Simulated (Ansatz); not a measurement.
Runs of Ansatz 0.2.0 on W. The structure is cubic, space group Pm-3n (No. 223). The conventional cell has a = 5.083 Å, b = 5.083 Å, c = 5.083 Å, α = 90.00°, β = 90.00°, γ = 90.00°. Around W (site symmetry -4m2) lie 6 W at 2.54 to 2.84 Å. Around W (site symmetry m-3) lie 12 W at 2.84 Å. This isn't the form of W at room conditions, which is bcc.

| level | gap on the mesh (eV) | pressure (GPa) | relaxed volume (Å³/atom) |
| --- | --- | --- | --- |
| PBEsol+D3(BJ) | none | 0.0 | 15.55 |
| PBEsol | none | 0.0 | (a) |
| PBEsol+D4 | none | 0.0 | 15.73 |
| PBEsol+D3(BJ)-ATM | none | 0.0 | 15.62 |

Alike in all rows: task relaxation of cell and atoms; potentials or basis Ansatz PAW; no spin polarisation; cell relaxed; k mesh 5 × 5 × 5; cutoff (eV) 420; smearing fermi-dirac 0.05 eV.

Q: Fill in the values left out.

A: (a) 15.92.

Caveats: the plane-wave basis is chosen anew once the cell has moved, so the energies of steps on either side of that aren't comparable; the PAW data sets come from PBE, with cores solved anew for the run's functional, which leaves a small shift of forces and pressure; pairwise dispersion overbinds metals, which lowers pressure and volume (some runs).

A k mesh can miss the band edges, and the runs leave out spin-orbit coupling on W.

A gap of «none» marks a metal or a gap under the smearing width.
